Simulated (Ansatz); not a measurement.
The system is InAs.

```
In As
1.0
     0.00000    3.01800    3.01800
     3.01800    0.00000    3.01800
     3.01800    3.01800    0.00000
In As
1 1
Direct
  0.00000 0.00000 0.00000
  0.75000 0.75000 0.75000
```

| Property | Result |
| --- | --- |
| Program | Ansatz 0.2.0 |
| Task | phonons |
| Functional | PBEsol |
| Potentials or basis | Ansatz PAW |
| Cutoff | 420 eV (not typed: the program's choice for these potentials) |
| k mesh | 6 × 6 × 6 |
| Occupations | fermi-dirac, width 0.05 eV |
| Spin | no spin polarisation |
| q mesh | 2 × 2 × 2 |
| Path | [["G", "X", "W", "K", "G", "L", "U", "W", "L", "K"], ["U", "X"]] |
| Points for each segment of the path | 8 |

Is this structure dynamically stable at this level, and how far does the spectrum reach?

Yes, as far as this q mesh shows: no mode on the path is imaginary. The highest frequency is 226 cm⁻¹.

A q mesh this small can miss soft modes between its points.

Caveat: the q mesh is small, so phonon branches between its points and thermal values are rough.
